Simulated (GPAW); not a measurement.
# CdO (Monteponite) (Fm-3m) in GPAW: settings compared

One crystal, CdO (Monteponite), is run at these levels: WC, PW91+D4; tasks: band structure, equation of state.

All numbers are computed with GPAW 26.7.0; they aren't measurements. Logs are shortened: lines on timing, memory, paths and dates and some standing lists are left out, and cuts for length are marked. The log counts tension as positive stress, the text compression.

## 1. The structure

Symmetry: Fm-3m, No. 225, cubic system. Conventional cell: a = 4.699 Å, b = 4.699 Å, c = 4.699 Å, α = 90.00°, β = 90.00°, γ = 90.00°. Cd (site symmetry m-3m) has 6 O at 2.35 Å as nearest neighbours. O (site symmetry m-3m) is surrounded by 6 Cd at 2.35 Å.

## 2. Band structure, WC, spin-orbit coupling, no magnetisation

File run.py:

```python
import numpy as np
from ase import Atoms
from ase.dft.bandgap import bandgap
from ase.io import write
from ase.units import GPa
from gpaw import GPAW, PW, setup_paths
from gpaw.spinorbit import soc_eigenstates

setup_paths.insert(0, '.')

atoms = Atoms(['Cd', 'O'],
              cell=[[0.0, 2.3495, 2.3495],
                    [2.3495, 0.0, 2.3495],
                    [2.3495, 2.3495, 0.0]],
              scaled_positions=[[0.0, 0.0, 0.0],
                                [0.5, 0.5, 0.5]],
              pbc=True)

calc = GPAW(mode=PW(800),
            xc='WC',
            kpts={'size': (8, 8, 8), 'gamma': True},
            occupations={'name': 'fermi-dirac', 'width': 0.05},
            nbands=18,
            convergence={'density': 1e-05, 'energy': 1e-05},
            maxiter=150,
            txt='gpaw.txt')
atoms.calc = calc
energy = atoms.get_potential_energy()
forces = atoms.get_forces()
stress = atoms.get_stress()
calc.write('gs.gpw')
write('result.traj', atoms)
print(f'Energy: {energy:.6f} eV')
print('Forces (eV/A):')
print(forces.round(4))
print('Stress (GPa):', (stress / GPa).round(3))
print('Fermi level:', round(calc.get_fermi_level(), 4), 'eV')
print(f'Gap: {bandgap(calc)[0]:.4f} eV, direct: {bandgap(calc, direct=True)[0]:.4f} eV')

path = atoms.cell.bandpath('GXWKGLUWLK,UX', npoints=100, eps=1e-4)
bs_calc = calc.fixed_density(kpts=path, symmetry='off', nbands=27,
                             convergence={'bands': 'CBM+6.0', 'eigenstates': 1e-6}, txt='bands.txt')
bs = bs_calc.band_structure()
bs.write('bs.json')
print(f'Gap on the path: {bandgap(bs_calc)[0]:.4f} eV')

soc = soc_eigenstates(bs_calc, theta=0, phi=0)
np.savetxt('soc_bands.dat', soc.eigenvalues(), fmt='%.4f')
mesh = soc_eigenstates('gs.gpw', theta=0, phi=0)
np.savetxt('soc_mesh.dat', mesh.eigenvalues(), fmt='%.4f')
print('Fermi level with spin-orbit coupling:', round(mesh.fermi_level, 4), 'eV')
```

Potentials or basis: PAW data sets generated in the run's folder for this functional, pw.

Started as:

```sh
$ gpaw-setup -f WC Cd O
$ OMP_NUM_THREADS=1 python run.py
```

gpaw.txt:

```text
__  _  _
 | _ |_)|_||  |
 |__||  | ||/\| - 26.7.0

Input parameters:
  mode=PW(ecut=800.0),
  convergence={'density': 1e-05, 'energy': 1e-05},
  kpts=MonkhorstPack(size=(8, 8, 8), gamma=True),
  maxiter=150,
  nbands=18,
  occupations=Occupations(name='fermi-dirac', width=0.05),
  xc=XC(name='WC')

Diagonalizing LCAO Hamiltonian
Converting LCAO to pw mode

               O

       Cd

Atoms  # Å, Bohr magnetons
|   | symbol |        x |        y |        z |    initial magnetic moments |
|---|--------|----------|----------|----------|-----------------------------|
| 0 |     Cd | 0.000000 | 0.000000 | 0.000000 | ( 0.0000,  0.0000,  0.0000) |
| 1 |      O | 2.349500 | 2.349500 | 2.349500 | ( 0.0000,  0.0000,  0.0000) |

Unit cell  # Å
| periodic |        x |        y |        z |  lengths |    angles |
|----------|----------|----------|----------|----------|-----------|
|      yes | 0.000000 | 2.349500 | 2.349500 | 3.322695 | 60.000000 |
|      yes | 2.349500 | 0.000000 | 2.349500 | 3.322695 | 60.000000 |
|      yes | 2.349500 | 2.349500 | 0.000000 | 3.322695 | 60.000000 |

Number of symmetries: 48
Symmetry operations  # r_c * U_cc + t_c -> r_c
|    | kind |            matrix            |
|----|------|------------------------------|
|  0 |  σ   |  1, 0, 0,  1, 0,-1,  1,-1, 0 |
|  1 |  C2  |  1, 0, 0,  1,-1, 0,  1, 0,-1 |
|  2 |  E   |  1, 0, 0,  0, 1, 0,  0, 0, 1 |
|  3 |  σ   |  1, 0, 0,  0, 0, 1,  0, 1, 0 |
|  4 |  C4  |  1, 0,-1,  1, 0, 0,  1,-1, 0 |
|  5 |  S6  |  1, 0,-1,  1,-1, 0,  1, 0, 0 |
|  6 |  σ   |  1, 0,-1,  0, 1,-1,  0, 0,-1 |
|  7 |  C3  |  1, 0,-1,  0, 0,-1,  0, 1,-1 |
|  8 |  S6  |  1,-1, 0,  1, 0, 0,  1, 0,-1 |
|  9 |  C4  |  1,-1, 0,  1, 0,-1,  1, 0, 0 |
| 10 |  C3  |  1,-1, 0,  0,-1, 1,  0,-1, 0 |
| 11 |  σ   |  1,-1, 0,  0,-1, 0,  0,-1, 1 |
| 12 |  σ   |  0, 1, 0,  1, 0, 0,  0, 0, 1 |
| 13 |  C4  |  0, 1, 0,  0, 1,-1, -1, 1, 0 |
| 14 |  C3  |  0, 1, 0,  0, 0, 1,  1, 0, 0 |
| 15 |  S6  |  0, 1, 0, -1, 1, 0,  0, 1,-1 |
| 16 |  C2  |  0, 1,-1,  1, 0,-1,  0, 0,-1 |
| 17 |  σ   |  0, 1,-1,  0, 1, 0, -1, 1, 0 |
| 18 |  S4  |  0, 1,-1,  0, 0,-1,  1, 0,-1 |
| 19 |  C4  |  0, 1,-1, -1, 1, 0,  0, 1, 0 |
| 20 |  C3  |  0, 0, 1,  1, 0, 0,  0, 1, 0 |
| 21 |  σ   |  0, 0, 1,  0, 1, 0,  1, 0, 0 |
| 22 |  S6  |  0, 0, 1,  0,-1, 1, -1, 0, 1 |
| 23 |  C4  |  0, 0, 1, -1, 0, 1,  0,-1, 1 |
| 24 |  S4  |  0, 0,-1,  1, 0,-1,  0, 1,-1 |
| 25 |  C3  |  0, 0,-1,  0, 1,-1,  1, 0,-1 |
| 26 |  C2  |  0, 0,-1,  0,-1, 0, -1, 0, 0 |
| 27 |  S6  |  0, 0,-1, -1, 0, 0,  0,-1, 0 |
| 28 |  S4  |  0,-1, 1,  1,-1, 0,  0,-1, 0 |
| 29 |  C4  |  0,-1, 1,  0, 0, 1, -1, 0, 1 |
| 30 |  C2  |  0,-1, 1,  0,-1, 0,  1,-1, 0 |
| 31 |  σ   |  0,-1, 1, -1, 0, 1,  0, 0, 1 |
| 32 |  C3  |  0,-1, 0,  1,-1, 0,  0,-1, 1 |
| 33 |  S6  |  0,-1, 0,  0, 0,-1, -1, 0, 0 |
| 34 |  S4  |  0,-1, 0,  0,-1, 1,  1,-1, 0 |
| 35 |  C2  |  0,-1, 0, -1, 0, 0,  0, 0,-1 |
| 36 |  C2  | -1, 1, 0,  0, 1, 0,  0, 1,-1 |
| 37 |  S6  | -1, 1, 0,  0, 1,-1,  0, 1, 0 |
| 38 |  S4  | -1, 1, 0, -1, 0, 1, -1, 0, 0 |
| 39 |  C3  | -1, 1, 0, -1, 0, 0, -1, 0, 1 |
| 40 |  S6  | -1, 0, 1,  0, 0, 1,  0,-1, 1 |
| 41 |  C2  | -1, 0, 1,  0,-1, 1,  0, 0, 1 |
| 42 |  C3  | -1, 0, 1, -1, 1, 0, -1, 0, 0 |
| 43 |  S4  | -1, 0, 1, -1, 0, 0, -1, 1, 0 |
| 44 |  C2  | -1, 0, 0,  0, 0,-1,  0,-1, 0 |
| 45 |  i   | -1, 0, 0,  0,-1, 0,  0, 0,-1 |
| 46 |  σ   | -1, 0, 0, -1, 1, 0, -1, 0, 1 |
| 47 |  C2  | -1, 0, 0, -1, 0, 1, -1, 1, 0 |

BZ-sampling:
  Number of BZ points: 512
  Number of IBZ points: 29

  Monkhorst-Pack size: [8, 8, 8]
  Monkhorst-Pack shift: [0.0625, 0.0625, 0.0625]

K-points  # in reciprocal-cell coordinates
|     |                                coordinates |     weight |
|-----|--------------------------------------------|------------|
|   0 | (  0.00000000,   0.00000000,   0.00000000) | 0.00195312 |
|   1 | (  0.12500000,   0.12500000,   0.00000000) | 0.01171875 |
|   2 | (  0.12500000,   0.12500000,   0.12500000) | 0.01562500 |
|   3 | (  0.25000000,   0.12500000,   0.12500000) | 0.02343750 |
|   4 | (  0.25000000,   0.25000000,   0.00000000) | 0.01171875 |
|   5 | (  0.25000000,   0.25000000,   0.12500000) | 0.04687500 |
|   6 | (  0.25000000,   0.25000000,   0.25000000) | 0.01562500 |
|   7 | (  0.37500000,   0.25000000,  -0.37500000) | 0.04687500 |
|   8 | (  0.37500000,   0.25000000,   0.12500000) | 0.04687500 |
|   9 | (  0.37500000,   0.25000000,   0.25000000) | 0.04687500 |
| ... |                                            |            |
|  28 | (  0.50000000,   0.50000000,   0.50000000) | 0.00781250 |

Plane wave coefficients: 1363
Cutoff: 800.0 eV

Spin-components: 1 (collinear spins)
Bands:           18
Projectors:      11
Spin-degeneracy: 2
Datatype:        complex128

Parallelization:
  kpt:    1
  domain: 1
  band:   1

Density:
  Valence electrons: 18.0
  Components: 1
  Grid points: [24 24 24]
  Charge: 0.0  # |e|

Potential:
  Grid points: [24 24 24]

species:
  Cd:
    name:    Cadmium
    Z:       48.0
    valence: 12
    core:    36
    charge:  0.0  # [|e|]
    compensation charges:
      type: gauss
      rc: 0.38  # [Å]
      lmax: 2
    cutoffs:
      filter: 2.12  # [Å]
      core: 2.62  # [Å]
    projectors
    | kind |    occ | energy [eV] | rcut [Å] |
    |------|--------|-------------|----------|
    |   5s |  2.000 |      -5.701 |    1.191 |
    |   5p |  0.000 |      -1.124 |    1.228 |
    |   4d | 10.000 |     -11.728 |    1.164 |
    |    s |        |      21.510 |    1.191 |
    |    p |        |      26.088 |    1.228 |
    |    d |        |      15.483 |    1.164 |

    Using partial waves for Cd as LCAO basis

  O:
    name:    Oxygen
    Z:       8.0
    valence: 6
    core:    2
    charge:  0.0  # [|e|]
    compensation charges:
      type: gauss
      rc: 0.21  # [Å]
      lmax: 2
    cutoffs:
      filter: 1.17  # [Å]
      core: 0.83  # [Å]
    projectors
    | kind |    occ | energy [eV] | rcut [Å] |
    |------|--------|-------------|----------|
    |   2s |  2.000 |     -23.826 |    0.688 |
    |   2p |  4.000 |      -9.000 |    0.598 |
    |    s |        |       3.386 |    0.688 |
    |    p |        |      18.211 |    0.598 |
    |    d |        |       0.000 |    0.619 |

    Using partial waves for O as LCAO basis

Reference energy: -154191.007324  # eV

eigensolver:
  PPCG
  Converge bands: occupied
  niter=2

density mixing:
  MSR1-Mixer
  Pratt-step length: 0.05
  Maximum mixing coefficient: 0.75
  Old densities: 10
  SVD Regularization: 0.005
  Good broyden scale: 1.0
  Trust region scale: 1.0
  Backstep threshold: 4.0
  History deletion threshold: 6.0
  Fourier metric: weight=20.0, sigma=0.015

occupation numbers:
  Fermi-Dirac:
    width: 0.0500  # eV

poisson solver:
  ecut: 6400.0  # eV

xc functional:
  name: WC with 2 nearest neighbor stencil

convergence criteria:
- Maximum integral of absolute [dens]ity change: 1e-05 electrons / valence electron
- Maximum [total energy] change in last 3 cyles: 1e-05 eV / valence electron
- Maximum integral of absolute [eigenst]ate change: 4e-08 eV^2 / valence electron
maximum number of iterations: 150

SCF iterations
|iter     | |      energy | eigst |  dens |
|---------|-|-------------|-------|-------|
|iter:   1| |  -10.494752 | -0.48 |       |
|iter:   2| |   -9.998508 | -2.24 | -0.97 |
|iter:   3| |   -8.893611 | -1.18 | -1.03 |
|iter:   4| |   -8.875840 | -3.41 | -1.52 |
|iter:   5| |   -8.868288 | -3.59 | -1.76 |
|iter:   6| |   -8.868309 | -5.43 | -3.00 |
|iter:   7| |   -8.868315c| -6.47 | -3.39 |
|iter:   8| |   -8.868315c| -8.56c| -4.48 |
|iter:   9| |   -8.868315c| -8.80c| -5.14c|

Converged in 9 steps
Energy contributions relative to reference atoms: (reference = -154191.007324)

Energy contributions:
  Kinetic:          25.256244
  Coulomb:         -22.550192
  Zero:              0.191719
  External:          0.000000
  Xc:              -11.765625
  Entropy:          -0.000922
  Spinorbit:         0.000000
  ----------------------------
  Free energy:      -8.868776
  Extrapolated:     -8.868315

dipole moment: (-15.317497, -15.317497, -15.317497)  # |e|*Ang

Fermi level: 6.358
Eigenvalues  # (at kpt = [0.000, 0.000, 0.000])
| band index |      eig [eV] | occ [0-2] |
|------------|---------------|-----------|
|          0 |       -11.093 |     2.000 |
|        ... |               |           |
|          2 |        -0.392 |     2.000 |
|          3 |        -0.392 |     2.000 |
|          4 |        -0.097 |     2.000 |
|          5 |        -0.097 |     2.000 |
|          6 |         4.789 |     2.000 |
|          7 |         4.789 |     2.000 |
[... 8 lines left out ...]
|         16 |        24.205 |     0.000 |
|         17 |        29.326 |     0.000 |

No gap
No difference between direct/indirect transitions

Forces  # eV/Ang
|        x |       y |       z |
|----------|---------|---------|
|  0.00000 | 0.00000 | 0.00000 |  # Cd   0
| -0.00000 | 0.00000 | 0.00000 |  # O    1

Stress tensor  # eV/Ang^3
|        x |         y |         z |
|----------|-----------|-----------|
| 0.006522 |  0.000000 |  0.000000 |
| 0.000000 |  0.006522 | -0.000000 |
| 0.000000 | -0.000000 |  0.006522 |

# Writing to gs.gpw (mode='')
```

Wall time 27 s (1 thread of Intel Xeon 6975P-C (Granite Rapids), shared host); peak memory 0.31 GiB.

Results:

* Free energy: -8.8688 eV
* Pressure: -1.0 GPa
* Band gap along the path: none (metal or under the smearing width)

Levels at the corners of the path, in eV from the Fermi level:
```tsv
point	band 15	band 16	band 17	band 18	band 19	band 20
Γ	-1.55	-1.55	-1.55	-1.55	-0.68	-0.68
X	-2.59	-2.59	-2.51	-2.51	3.61	3.61
W	-3.19	-3.19	-2.05	-2.05	5.75	5.75
K	-3.07	-3.07	-1.45	-1.45	5.16	5.16
Γ	-1.55	-1.55	-1.55	-1.55	-0.68	-0.68
L	-0.16	-0.16	-0.13	-0.13	4.09	4.09
U	-3.07	-3.07	-1.45	-1.45	5.16	5.16
W	-3.19	-3.19	-2.05	-2.05	5.75	5.75
L	-0.16	-0.16	-0.13	-0.13	4.09	4.09
K	-3.07	-3.07	-1.45	-1.45	5.16	5.16
U	-3.07	-3.07	-1.45	-1.45	5.16	5.16
X	-2.59	-2.59	-2.51	-2.51	3.61	3.61
```

Caveat: spin-orbit coupling was added after a scalar SCF, so levels and gaps hold it while energy, forces, pressure and moments don't; this program's spin-orbit splittings come out too wide for heavy elements; this crystal is a semiconductor, whose small gap the functional closes, so the metal is an error of the method.

## 3. Equation of state, PW91+D4

File run.py:

```python
import spglib
from ase import Atoms
from ase.calculators.mixing import SumCalculator
from ase.eos import EquationOfState
from ase.io import Trajectory, read
from ase.units import GPa
from dftd4.ase import DFTD4
from gpaw import GPAW, PW, setup_paths

setup_paths.insert(0, '.')

atoms = read('CdO.cif')
cell, positions, numbers = spglib.find_primitive(
    (atoms.cell[:], atoms.get_scaled_positions(), atoms.numbers), symprec=1e-4)
atoms = Atoms(numbers, cell=cell, scaled_positions=positions, pbc=True)

traj = Trajectory('eos.traj', 'w')
volumes, energies = [], []
for x in [0.94, 0.96, 0.98, 1.0, 1.02, 1.04, 1.06]:
    a = atoms.copy()
    a.set_cell(atoms.cell * x**(1 / 3), scale_atoms=True)
    calc = GPAW(mode=PW(800),
                xc='GGA_X_PW91+GGA_C_PW91',
                kpts={'size': (8, 8, 8), 'gamma': True},
                occupations={'name': 'fermi-dirac', 'width': 0.05},
                nbands=18,
                convergence={'density': 1e-05, 'energy': 1e-05},
                maxiter=150,
                txt=f'eos-{x:.2f}.txt')
    a.calc = SumCalculator([calc, DFTD4(method='pw91')])
    energies.append(a.get_potential_energy())
    volumes.append(a.get_volume())
    p = -a.get_stress()[:3].mean() / GPa
    calc.write(f'eos-{x:.2f}.gpw')
    traj.write(a)
    print(f'{x:.2f} {volumes[-1]:10.4f} A^3 {energies[-1]:14.6f} eV {p:9.3f} GPa', flush=True)

v0, e0, B = EquationOfState(volumes, energies, eos='birchmurnaghan').fit()
print(f'V0 = {v0:.4f} A^3, E0 = {e0:.6f} eV, B0 = {B / GPa:.2f} GPa')
```

File CdO.cif:

```cif
data_CdO
_cell_length_a 4.69900000
_cell_length_b 4.69900000
_cell_length_c 4.69900000
_cell_angle_alpha 90.00000000
_cell_angle_beta 90.00000000
_cell_angle_gamma 90.00000000
_space_group_name_H-M_alt 'Fm-3m'
_space_group_name_Hall '-F 4 2 3'
_space_group_IT_number 225
loop_
_space_group_symop_operation_xyz
'x,y,z'
'-x,-y,-z'
'-y,x,z'
'y,-x,-z'
'-x,-y,z'
'x,y,-z'
'y,-x,z'
'-y,x,-z'
'x,-y,-z'
'-x,y,z'
'-y,-x,-z'
'y,x,z'
'-x,y,-z'
'x,-y,z'
'y,x,-z'
'-y,-x,z'
'z,x,y'
'-z,-x,-y'
'z,-y,x'
'-z,y,-x'
'z,-x,-y'
'-z,x,y'
'z,y,-x'
'-z,-y,x'
'-z,x,-y'
'z,-x,y'
'-z,-y,-x'
'z,y,x'
'-z,-x,y'
'z,x,-y'
'-z,y,x'
'z,-y,-x'
'y,z,x'
'-y,-z,-x'
'x,z,-y'
'-x,-z,y'
'-y,z,-x'
'y,-z,x'
'-x,z,y'
'x,-z,-y'
'-y,-z,x'
'y,z,-x'
'-x,-z,-y'
'x,z,y'
'y,-z,-x'
'-y,z,x'
'x,-z,y'
'-x,z,-y'
'x,y+1/2,z+1/2'
'-x,-y+1/2,-z+1/2'
'-y,x+1/2,z+1/2'
'y,-x+1/2,-z+1/2'
[... 63 lines left out ...]
'-z+1/2,y,-x+1/2'
'z+1/2,-x,-y+1/2'
'-z+1/2,x,y+1/2'
'z+1/2,y,-x+1/2'
'-z+1/2,-y,x+1/2'
'-z+1/2,x,-y+1/2'
'z+1/2,-x,y+1/2'
'-z+1/2,-y,-x+1/2'
'z+1/2,y,x+1/2'
'-z+1/2,-x,y+1/2'
'z+1/2,x,-y+1/2'
'-z+1/2,y,x+1/2'
'z+1/2,-y,-x+1/2'
'y+1/2,z,x+1/2'
'-y+1/2,-z,-x+1/2'
'x+1/2,z,-y+1/2'
'-x+1/2,-z,y+1/2'
'-y+1/2,z,-x+1/2'
'y+1/2,-z,x+1/2'
'-x+1/2,z,y+1/2'
'x+1/2,-z,-y+1/2'
'-y+1/2,-z,x+1/2'
'y+1/2,z,-x+1/2'
'-x+1/2,-z,-y+1/2'
'x+1/2,z,y+1/2'
'y+1/2,-z,-x+1/2'
'-y+1/2,z,x+1/2'
'x+1/2,-z,y+1/2'
'-x+1/2,z,-y+1/2'
'x+1/2,y+1/2,z'
'-x+1/2,-y+1/2,-z'
'-y+1/2,x+1/2,z'
'y+1/2,-x+1/2,-z'
'-x+1/2,-y+1/2,z'
'x+1/2,y+1/2,-z'
'y+1/2,-x+1/2,z'
'-y+1/2,x+1/2,-z'
'x+1/2,-y+1/2,-z'
'-x+1/2,y+1/2,z'
'-y+1/2,-x+1/2,-z'
'y+1/2,x+1/2,z'
'-x+1/2,y+1/2,-z'
'x+1/2,-y+1/2,z'
'y+1/2,x+1/2,-z'
'-y+1/2,-x+1/2,z'
'z+1/2,x+1/2,y'
'-z+1/2,-x+1/2,-y'
'z+1/2,-y+1/2,x'
'-z+1/2,y+1/2,-x'
'z+1/2,-x+1/2,-y'
'-z+1/2,x+1/2,y'
'z+1/2,y+1/2,-x'
'-z+1/2,-y+1/2,x'
'-z+1/2,x+1/2,-y'
'z+1/2,-x+1/2,y'
'-z+1/2,-y+1/2,-x'
'z+1/2,y+1/2,x'
'-z+1/2,-x+1/2,y'
'z+1/2,x+1/2,-y'
'-z+1/2,y+1/2,x'
'z+1/2,-y+1/2,-x'
'y+1/2,z+1/2,x'
'-y+1/2,-z+1/2,-x'
'x+1/2,z+1/2,-y'
'-x+1/2,-z+1/2,y'
'-y+1/2,z+1/2,-x'
'y+1/2,-z+1/2,x'
'-x+1/2,z+1/2,y'
'x+1/2,-z+1/2,-y'
'-y+1/2,-z+1/2,x'
'y+1/2,z+1/2,-x'
'-x+1/2,-z+1/2,-y'
'x+1/2,z+1/2,y'
'y+1/2,-z+1/2,-x'
'-y+1/2,z+1/2,x'
'x+1/2,-z+1/2,y'
'-x+1/2,z+1/2,-y'
loop_
_atom_site_label
_atom_site_type_symbol
_atom_site_symmetry_multiplicity
_atom_site_Wyckoff_symbol
_atom_site_fract_x
_atom_site_fract_y
_atom_site_fract_z
_atom_site_occupancy
Cd1 Cd 4 a 0.0000000000 0.0000000000 0.0000000000 1
O1 O 4 b 0.5000000000 0.0000000000 0.0000000000 1
```

Potentials or basis: PAW data sets generated in the run's folder for this functional, pw.

Started as:

```sh
$ gpaw-setup -f GGA_X_PW91+GGA_C_PW91 Cd O
$ OMP_NUM_THREADS=1 python run.py
```

It took 66 s on 1 thread of Intel Xeon 6975P-C (Granite Rapids), shared host; peak memory 0.24 GiB.

Results (log left out):

| Item | Value |
| --- | --- |
| Equilibrium volume | 13.16 Å³/atom |
| Bulk modulus | 137 GPa |
| Pressure derivative of the bulk modulus | 4.7 |

Energy against volume, from the lowest point:
```csv
volume (Å³/atom),energy (meV/atom)
12.191,35.22
12.451,18.08
12.710,6.89
12.970,1.04
13.229,0.00
13.488,3.18
13.748,10.19
```
